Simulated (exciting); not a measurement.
Set up this calculation in exciting (release sodium), as the native input.

```yaml
Task: single point
Functional: LDA
Potentials_or_basis: all-electron LAPW+lo, shipped species files, valence relativity iora*
rgkmax: 7.5
k_mesh: 12 × 12 × 12
Occupations: gaussian, width 0.02 eV
Spin: no spin polarisation
outputlevel: high
gmaxvr_cutoff_of_density_and_potential: 14 1/bohr
lmaxapw_and_lmaxmat: 10
lmaxvr: 8
nempty: 8
Valence_relativity: iora*
epsengy: 1e-05 Ha
epspot: 1e-05 Ha
maxscl: 60
Muffin-tin_radii: Al 2.0 bohr
```

Crystal: Al.

```
Al
1.0
    -1.59122    1.59122    1.59122
     1.59122   -1.59122    1.59122
     1.59122    1.59122   -1.59122
Al
1
Direct
  0.00000 0.00000 0.00000
```

This isn't the form of Al at room conditions, which is fcc.

The input as run:

input.xml

```xml
<input>
  <title>Al</title>
  <structure speciespath="./" tshift="false">
    <crystal scale="1">
      <basevect>-3.006967528486 3.006967528486 3.006967528486</basevect>
      <basevect>3.006967528486 -3.006967528486 3.006967528486</basevect>
      <basevect>3.006967528486 3.006967528486 -3.006967528486</basevect>
    </crystal>
    <species speciesfile="Al.xml" rmt="2">
      <atom coord="0.000000000000 0.000000000000 0.000000000000"/>
    </species>
  </structure>
  <groundstate do="fromscratch" ngridk="12 12 12" rgkmax="7.5" gmaxvr="14" lmaxapw="10" lmaxmat="10" lmaxvr="8" xctype="LDA_PW" stype="Gaussian" swidth="0.00073499" nempty="8" ValenceRelativity="iora*" epsengy="1e-05" epspot="1e-05" maxscl="60" tforce="true" outputlevel="high"/>
</input>
```

Potentials or basis: all-electron LAPW+lo, shipped species files, valence relativity iora*.

Command:

```bash
$ OMP_NUM_THREADS=1 exciting_smp
```

It gave:

* Band gap on the k mesh: none (metal or under the smearing width)
* All electrons inside the program's atomic spheres: Al 10.91 (radii Al 2.0 bohr)

It took 13 s on 1 thread of Arm Neoverse V2, on a shared host, peak memory 0.09 GiB.
